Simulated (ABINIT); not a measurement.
# HfC (Fm-3m) in ABINIT: further runs

Aim: see how the results for HfC move with the level of theory and the settings. Levels: LDA, PBEsol. Tasks: single point.

Program: ABINIT 10.8.3 (patched build). These are calculated values, not measurements. Logs are shortened: lines on timing, memory, paths and dates and some standing lists are left out, and cuts for length are marked. The log counts tension as positive stress, the text compression.

## Step 1: The crystal as given

Symmetry: Fm-3m, No. 225, cubic system. The conventional cell has a = 4.650 Å, b = 4.650 Å, c = 4.650 Å, α = 90.00°, β = 90.00°, γ = 90.00°. Hf (site symmetry m-3m) has 6 C at 2.33 Å as nearest neighbours. C (site symmetry m-3m) has 6 Hf at 2.33 Å as nearest neighbours.

## Step 2: Single point, LDA

File run.abi:

```
pp_dirpath "./"
pseudos "Hf.upf, C.upf"

acell 3*1.0 Angstrom
rprim
     0.0000000000     2.3250000000     2.3250000000
     2.3250000000     0.0000000000     2.3250000000
     2.3250000000     2.3250000000     0.0000000000
ntypat 2
znucl 72 6
natom 2
typat 1 2
xcart
     2.3250000000     2.3250000000     2.3250000000
     0.0000000000     0.0000000000     0.0000000000 Angstrom

ecut 31.0

kptopt 1
ngkpt 8 8 8
nshiftk 1
shiftk 0.0 0.0 0.0

ixc 7

nband 12
occopt 3
tsmear 0.05 eV

nstep 100
tolvrs 1.0e-10

iomode 3
prtwf 0
prtden 0
prteig 0
prtebands 0
```

Potentials or basis: PseudoDojo NC SR LDA v0.4.1 standard.

On the command line:

```sh
abinit run.abi > log 2>&1
```

run.abo:

```text
.Version 10.8.3 of ABINIT
 Symmetries : space group Fm -3 m (#225); Bravais cF (face-center cubic)
================================================================================
 Values of the parameters that define the memory need of the present run
     intxc =       0    ionmov =       0      iscf =       7    lmnmax =       8
     lnmax =       8     mgfft =      32  mpssoang =       4    mqgrid =    3001
     natom =       2  nloc_mem =       1    nspden =       1   nspinor =       1
    nsppol =       1      nsym =      48    n1xccc =    2501    ntypat =       2
    occopt =       3   xclevel =       1
       mpw =        1424          nfft =       32768          nkpt =          29
================================================================================
================================================================================

--------------------------------------------------------------------------------
------------- Echo of variables that govern the present computation ------------
--------------------------------------------------------------------------------
 -outvars: echo values of preprocessed input variables --------
            acell      1.8897261259E+00  1.8897261259E+00  1.8897261259E+00 Bohr
              amu      1.78490000E+02  1.20110000E+01
             ecut      3.10000000E+01 Hartree
              ixc           7
         kptrlatt        8    0    0      0    8    0      0    0    8
          kptrlen      4.97080595E+01
            natom           2
            nband          12
            ngfft          32      32      32
             nkpt          29
            nstep         100
             nsym          48
           ntypat           2
           occopt           3
           prtden           0
        prtebands           0
           prteig           0
            prtwf           0
            rprim      0.0000000000E+00  2.3250000000E+00  2.3250000000E+00
                       2.3250000000E+00  0.0000000000E+00  2.3250000000E+00
                       2.3250000000E+00  2.3250000000E+00  0.0000000000E+00
          spgroup         225
           tolvrs      1.00000000E-10
           tsmear      1.83746611E-03 Hartree
            typat      1  2
           xangst      2.3250000000E+00  2.3250000000E+00  2.3250000000E+00
                       0.0000000000E+00  0.0000000000E+00  0.0000000000E+00
            xcart      4.3936132427E+00  4.3936132427E+00  4.3936132427E+00
                       0.0000000000E+00  0.0000000000E+00  0.0000000000E+00
             xred      5.0000000000E-01  5.0000000000E-01  5.0000000000E-01
                       0.0000000000E+00  0.0000000000E+00  0.0000000000E+00
            znucl       72.00000    6.00000

================================================================================

 chkinp: Checking input parameters for consistency.

================================================================================
[... 95 lines left out ...]
    2        2.00000          3.87566600
================================================================================

 ----iterations are completed or convergence reached----

 Mean square residual over all n,k,spin=   25.412E-08; max=  39.811E-06
 reduced coordinates (array xred) for    2 atoms
       0.500000000000      0.500000000000      0.500000000000
       0.000000000000      0.000000000000      0.000000000000
 rms dE/dt=  0.0000E+00; max dE/dt=  0.0000E+00; dE/dt below (all hartree)
    1       0.000000000000      0.000000000000      0.000000000000
    2       0.000000000000      0.000000000000      0.000000000000

 cartesian coordinates (angstrom) at end:
    1      2.32500000000000     2.32500000000000     2.32500000000000
    2      0.00000000000000     0.00000000000000     0.00000000000000

 cartesian forces (hartree/bohr) at end:
    1     -0.00000000000000    -0.00000000000000    -0.00000000000000
    2     -0.00000000000000    -0.00000000000000    -0.00000000000000
 frms,max,avg= 0.0000000E+00 0.0000000E+00   0.000E+00  0.000E+00  0.000E+00 h/b

 cartesian forces (eV/Angstrom) at end:
    1     -0.00000000000000    -0.00000000000000    -0.00000000000000
    2     -0.00000000000000    -0.00000000000000    -0.00000000000000
 frms,max,avg= 0.0000000E+00 0.0000000E+00   0.000E+00  0.000E+00  0.000E+00 e/A
 length scales=  1.889726125908  1.889726125908  1.889726125908 bohr
              =  1.000000000000  1.000000000000  1.000000000000 angstroms
 Fermi (or HOMO) energy (hartree) =   0.39608   Average Vxc (hartree)=  -0.47835
 Eigenvalues (hartree) for nkpt=  29  k points:
 kpt#   1, nband= 12, wtk=  0.00195, kpt=  0.0000  0.0000  0.0000 (reduced coord)
  -1.84522   -0.68570   -0.68570   -0.68570   -0.04929    0.43653    0.43653    0.43653
   0.44664    0.44664    0.44664    0.52103
      occupation numbers for kpt#   1
   2.00000    2.00000    2.00000    2.00000    2.00000    0.00000    0.00000    0.00000
   0.00000    0.00000    0.00000    0.00000
 prteigrs : prtvol=0 or 1, do not print more k-points.

--- !EnergyTerms
iteration_state     : {dtset: 1, }
comment             : Components of total free energy in Hartree
kinetic             :  1.85164938389399E+01
hartree             :  6.58061600394227E+00
xc                  : -1.62968325180248E+01
Ewald energy        : -4.76937911062967E+01
psp_core            :  2.47973726667638E+00
local_psp           : -2.84587034155406E+01
non_local_psp       :  2.31757141995418E+00
internal            : -6.25549085103494E+01
'-kT*entropy'       : -9.85182659157103E-05
total_energy        : -6.25550070286153E+01
total_energy_eV     : -1.70220845787571E+03
band_energy         : -5.98980276659936E+00
...

 Cartesian components of stress tensor (hartree/bohr^3)
  sigma(1 1)=  5.08950946E-04  sigma(3 2)=  0.00000000E+00
  sigma(2 2)=  5.08950946E-04  sigma(3 1)=  0.00000000E+00
  sigma(3 3)=  5.08950946E-04  sigma(2 1)=  0.00000000E+00

-Cartesian components of stress tensor (GPa)         [Pressure= -1.4974E+01 GPa]
- sigma(1 1)=  1.49738538E+01  sigma(3 2)=  0.00000000E+00
- sigma(2 2)=  1.49738538E+01  sigma(3 1)=  0.00000000E+00
- sigma(3 3)=  1.49738538E+01  sigma(2 1)=  0.00000000E+00

== END DATASET(S) ==============================================================
================================================================================

 -outvars: echo values of variables after computation  --------
            acell      1.8897261259E+00  1.8897261259E+00  1.8897261259E+00 Bohr
           etotal     -6.2555007029E+01
            fcart     -0.0000000000E+00 -0.0000000000E+00 -0.0000000000E+00
                      -0.0000000000E+00 -0.0000000000E+00 -0.0000000000E+00
            rprim      0.0000000000E+00  2.3250000000E+00  2.3250000000E+00
                       2.3250000000E+00  0.0000000000E+00  2.3250000000E+00
                       2.3250000000E+00  2.3250000000E+00  0.0000000000E+00
           strten      5.0895094605E-04  5.0895094605E-04  5.0895094605E-04
                       0.0000000000E+00  0.0000000000E+00  0.0000000000E+00
           xangst      2.3250000000E+00  2.3250000000E+00  2.3250000000E+00
                       0.0000000000E+00  0.0000000000E+00  0.0000000000E+00
             xred      5.0000000000E-01  5.0000000000E-01  5.0000000000E-01
                       0.0000000000E+00  0.0000000000E+00  0.0000000000E+00
 Calculation completed.
```

Run time: 14 s. Hardware: 1 thread of Arm Neoverse V2, shared host; peak memory 0.06 GiB.

Results:

| Item | Value |
| --- | --- |
| Free energy | -1702.2085 eV |
| Band gap on the k mesh | none (metal or under the smearing width) |
| Valence electrons inside the program's atomic spheres | Hf 8.45; C 3.88 |

Caveat: the cutoff is too short for stress, so the log's stress isn't used. The run has no spin-orbit coupling, so splittings on Hf are missing.

(Continued in part 2 of 2.)
